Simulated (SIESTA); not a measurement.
Hf under changes of volume

One of the cells (23.993 Å³/atom); the others are scaled copies at fixed shape and fractional positions:

```
CELL_PARAMETERS angstrom
-1.81695 1.81695 1.81695
1.81695 -1.81695 1.81695
1.81695 1.81695 -1.81695
ATOMIC_POSITIONS crystal
Hf 0.00000 0.00000 0.00000
```

This isn't the form of Hf at room conditions, which is hcp.

| Quantity | Value |
| --- | --- |
| Program | SIESTA 5.4.2 |
| Functional | PBE |
| Potentials or basis | PseudoDojo 0.4 standard (PBE files) |
| Basis | DZP (energy shift 0.002 Ry) |
| Grid cutoff | 800 Ry |
| Energy shift | 0.002 Ry |
| k mesh | 10 × 10 × 10 |
| Occupations | fermi-dirac, width 0.05 eV |
| Spin | no spin polarisation |

```csv
volume (Å³/atom),energy over the lowest point (meV/atom),pressure (GPa)
22.112,0.00,1.0
22.582,0.91,-1.4
23.052,8.62,-3.5
23.993,41.24,-7.2
24.464,65.12,-8.7
24.934,?,?
```

Q: What does the run at 24.934 Å³/atom give?

A: Energy over the lowest point 93.21 meV/atom; pressure -10.1 GPa.

Worked out: A Birch-Murnaghan fit of order 3 (a polynomial in V^(-2/3)) to the other rows has its minimum at 22.28 Å³/atom with B0 = V·E''(V) = 116 GPa and B' = 4.3. It gives 93.21 meV/atom at 24.934 Å³/atom, against the run's 93.21, and -dE/dV = -10.3 GPa, against -10.1.

Energies are extrapolated to zero smearing.

Caveats: semicore shells carry a single zeta, which can move pressures by several GPa and volumes by a few percent; the basis of atomic orbitals isn't converged, which shifts pressures, moduli and gaps.
